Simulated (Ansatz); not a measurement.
# In: a tetragonal deformation path

An exercise on one series of results from a longer session: the logs are not shown, and one member is left open.

Method: DFT PBE, scalar-relativistic, plane waves, PAW, in Ansatz 0.2.0.

### The system as given

Symmetry: I4/mmm, No. 139, tetragonal system. Conventional cell: a = 3.252 Å, b = 3.252 Å, c = 4.948 Å, α = 90.00°, β = 90.00°, γ = 90.00°. Around In (site symmetry 4/mmm) lie 12 In at 3.25 to 3.38 Å.

Coordinates:

```cif
data_structure
_symmetry_space_group_name_H-M 'P 1'
_symmetry_Int_Tables_number 1
_cell_length_a 3.3777
_cell_length_b 3.3777
_cell_length_c 3.3777
_cell_angle_alpha 122.442
_cell_angle_beta 122.442
_cell_angle_gamma 85.820
_cell_volume 26.17
loop_
_atom_site_label
_atom_site_type_symbol
_atom_site_fract_x
_atom_site_fract_y
_atom_site_fract_z
_atom_site_occupancy
In1 In 0.00000 0.00000 0.00000 1
```

The cell is taken as given, not relaxed at this level.

### Zero of energy

Reference values: F = -5597.8408 eV; pressure 1.98 GPa; largest force 0.000 eV/Å; gap on the mesh none (metal). It was computed beforehand with the settings of the runs below.

The first run:

At fixed volume and fractional coordinates, lengths along (0.000, 0.000, 1.000) are scaled against those across it; ρ is that ratio over its starting value.

File input.yaml:

```yaml
crystal:
  lattice:
    - [-1.7166732042, 1.7166732042, 2.2199176722]
    - [1.7166732042, -1.7166732042, 2.2199176722]
    - [1.7166732042, 1.7166732042, -2.2199176722]
  atoms:
    - { symbol: In, position: [0.0, 0.0, 0.0] }
basis:
  ecutwfc: 420
kpoints:
  mp_grid: { grid: [22, 22, 22] }
hamiltonian:
  xc: pbe
scf:
  occupations: { method: gaussian, width: 0.15 }
output:
  forces: true
  stress: true
  eigenvalues: true
```

Launch:

```sh
ansatz run input.yaml --threads 1 --pin off --max-ram 2560MiB --backend cpu --events-out ev --progress --plain --runs-dir out
```

Steps of the session up to this table: Point ρ = 0.850; ρ = 1.200; At ρ = 0.920; Point ρ = 1.100; ρ = 0.960; At ρ = 1.050; At ρ = 0.800; Point ρ = 1.300.

One table of the session follows, with a row left open; its other results are not shown here.

Collected from the runs (energy zero: the undisturbed cell):

| ρ | ΔE (meV/atom) | pressure (GPa) |
| --- | --- | --- |
| 0.800 | 6.3 | 2.0 |
| 0.850 | 1.4 | 2.0 |
| 0.920 | 1.2 | 2.0 |
| 0.960 | 0.5 | 2.0 |
| 1.000 | 0.0 | 2.0 |
| 1.050 | 2.0 | 2.0 |
| 1.100 | ? | ? |
| 1.200 | 31.1 | 2.6 |
| 1.300 | 75.0 | 3.5 |

Q: Estimate the row for ρ = 1.100 from the others.

Worked estimate for «ΔE (meV/atom)». A straight line through the neighbours (1.050, 2.0) and (1.200, 31.1) gives 2.0 + (31.1 − 2.0) × (1.100 − 1.050) / (1.200 − 1.050) = 11.7; a parabola fitted to 4 rows on both sides gives 6.8.

The run gave: ΔE (meV/atom): 7.2; pressure (GPa): 2.1. In «ΔE (meV/atom)» the line misses by +4.5 and the parabola by -0.4.
